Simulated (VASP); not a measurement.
Wanted: the native input for a VASP 6.6.1 run.

```yaml
Task: single point
Functional: PBE
Potentials_or_basis: VASP PAW PBE potentials, release 64 (C, N, H)
Cutoff: 520 eV
k_mesh: 1 × 1 × 1
Occupations: fermi-dirac, width 0.05 eV
Spin: no spin polarisation
Dipole_correction: no
Further_INCAR_settings: LREAL = Auto; ALGO = Fast; EDIFF = 1e-07; NBANDS = 72
```

The structure of H3C2N lies in POSCAR:

```
H3C2N
1.0
    8.8264580000      0.0000000000      0.0000000000
    0.0000000000      8.8264580000      0.0000000000
    0.0000000000      0.0000000000      8.8264580000
C N H
12 6 18
Direct
    0.2215837882      0.7615059178      0.0088823852
    0.1438515880      0.6682295435      0.1193683808
    0.2846102026      0.9548450806      0.3305856098
    0.4265697520      0.8696693509      0.3423683657
    0.8502844516      0.2882809843      0.9211056122
    0.9149649837      0.1504680586      0.9839620831
    0.7850714296      0.4039559243      0.4486284306
    0.7124262077      0.4565138134      0.5853197285
    0.2151825795      0.5028291077      0.5644733142
    0.1927500250      0.3337125719      0.5635442892
    0.7995619534      0.8966450642      0.5879255303
    0.6771345878      1.0031203910      0.6283834353
    0.0797715233      0.5865773111      0.1991399041
    0.5371803729      0.8039125094      0.3410767943
    0.9824325907      0.0518441259      1.0372110761
    0.6542488504      0.4985125404      0.6981396161
    0.1532891223      0.2054504763      0.5683593577
    0.5944966826      1.1039875792      0.6618283348
    0.3366809200      0.7966502531      0.0470403870
    0.2370599849      0.6936644348     -0.0900361164
    0.1459135703      0.8645257248     -0.0087237712
    0.1773531353      0.8888049997      0.3215219514
    0.2630386957      1.0423433726      0.4191828704
    0.2844855773      1.0174409712      0.2209493321
    0.9371029693      0.3537205978      0.8498539278
    0.7601237099      0.2569887037      0.8346723000
    0.8201591171      0.3641438049      1.0186532355
    0.8816786983      0.4789010495      0.4110935553
    0.8460245322      0.2977185186      0.4894148933
    0.7105794873      0.3886836600      0.3599858516
    0.3016838691      0.5342460135      0.6563674806
    0.2482989213      0.5400014366      0.4495121373
    0.1061920875      0.5480907517      0.5945193417
    0.7715325899      0.8475540245      0.4782439343
    0.9165511239      0.9534628726      0.6124993740
    0.8011480936      0.7948375215      0.6661449021
```

The cell was built by a generator and needn't be a form met in nature.

These files were run (other wordings do the same):

INCAR

```
SYSTEM = H3C2N
PREC = Accurate
ENCUT = 520
EDIFF = 1E-7
ISMEAR = -1
SIGMA = 0.05
LREAL = Auto
LASPH = .True.
NELM = 100
ALGO = Fast
ISIF = 2
LWAVE = .False.
LCHARG = .False.
GGA = PE
NBANDS = 72
```

KPOINTS

```
regular mesh
0
Gamma
  1 1 1
  0 0 0
```

Potentials or basis: VASP PAW PBE potentials, release 64 (C, N, H).

Run with:

```sh
$ cat potpaw_PBE.64/C/POTCAR potpaw_PBE.64/N/POTCAR potpaw_PBE.64/H/POTCAR > POTCAR
$ mpirun -np 1 vasp_gam > vasp.out
```

It gave:

```json
{
 "Pressure": "-1.0 GPa",
 "Largest force": "4.685 eV/Å",
 "Band gap on the k mesh": "5.99 eV, direct"
}
```

Caveat: the standard files for N, O and F lose accuracy on very short bonds.

Wall time 70 s on 1 thread of AMD EPYC 9R45 (Zen 5), with other jobs on the host, peak memory 0.66 GiB.
